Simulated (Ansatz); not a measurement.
A substitution in KCl

Method: PBE, scalar-relativistic; spin polarisation where moments were expected; PAW, 420 eV, Gaussian smearing of 0.05 eV; code Ansatz.

KCl was relaxed to zero pressure in the COD cell structure.

It takes space group Pm-3m (No. 221, cubic). Conventional cell: a = 3.835 Å, b = 3.835 Å, c = 3.835 Å, α = 90.00°, β = 90.00°, γ = 90.00°. Around K (site symmetry m-3m) lie 8 Cl at 3.32 Å. Around Cl (site symmetry m-3m) lie 8 K at 3.32 Å. Neighbours are those within 15 % of a site's shortest distance, so a longer bond may be listed from one end only.

Results for KCl: a (Å) 3.835, V (Å³/atom) 28.21, shortest unlike bond (Å) 3.32, gap (eV) 4.81, B0 (GPa) 19, E_f (eV/atom) -1.92.

Question: All K is replaced by Na and the cell relaxed again in the same space group. What comes out?

Answer: NaCl: a (Å) 3.507, V (Å³/atom) 21.56, shortest unlike bond (Å) 3.04, gap (eV) 3.96, B0 (GPa) 26, E_f (eV/atom) -1.69.

The volume changes by −23.6 %, or −8.6 % in mean length, and the shortest unlike bond by -0.28 Å. The bulk modulus goes from 18.7 to 25.7 GPa, as V^−1.2: with like bonding the larger cell is the softer. The formation energy moves by 0.23 eV/atom, so KCl is the more strongly bound against its own elements.

Gaps are (generalised) Kohn–Sham gaps. E_f is the formation energy from the elements run alike, at 0 K, without zero-point energy or any correction for the binding of gas molecules; it is good to about 0.01 eV/atom as a calculation.

All runs used the PAW datasets of the set soft_2.
